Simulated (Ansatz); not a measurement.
# BaTiO3 (R3m), one atom moved over a plane

Theory: DFT r2SCAN+U, scalar-relativistic, plane waves, PAW in Ansatz 0.2.0. Settings: plane waves to 500 eV, k-mesh 6×6×6 (Γ-centred), Gaussian smearing 0.05 eV. U_eff on d shells: Ti 4 eV. No spin polarisation. Energies are free energies at this smearing, counted from the undisturbed cell; pressure is positive in compression.

Zero of the scan (relaxed at this level; it needn't be the usual structure):

```yaml
crystal:
  lattice:
    - [2.83690, 1.63788, 2.32099]
    - [-2.83690, 1.63788, 2.32099]
    - [0.00000, -3.27577, 2.32099]
  atoms:
    - { symbol: Ba, position: [0.99997, 0.99997, 0.99997] }
    - { symbol: Ti, position: [0.50770, 0.50770, 0.50770] }
    - { symbol: O, position: [0.49225, 0.49225, 0.98652] }
    - { symbol: O, position: [0.49225, 0.98652, 0.49225] }
    - { symbol: O, position: [0.98652, 0.49225, 0.49225] }
```

Atom 3 (O) is moved by p along (0.000, 1.000, 0.000) and q along (0.000, 0.000, 1.000) (Å), all else fixed. Points are written (p, q).

Energy above the undisturbed cell in eV/cell (a dash: not computed):

```
 p \ q  -0.600  -0.300  0.000  0.300  0.600
-0.600    3.31    1.64      ?   3.44   9.12
 0.000    1.48       –   0.00      –   1.20
 0.600   19.00       –   3.09      –      ?
```

Problem. Fill in the withheld energies.

Solution. (-0.600, 0.000): 1.43; (0.600, 0.600): 2.71.

Many cubic perovskites lower their energy by tilts or polar distortions; a scan of this one displacement doesn't rule them out.

Cost: 11 runs of about 6.1 core-minutes in all, on Intel Xeon Platinum 8488C (Sapphire Rapids) (shared hosts).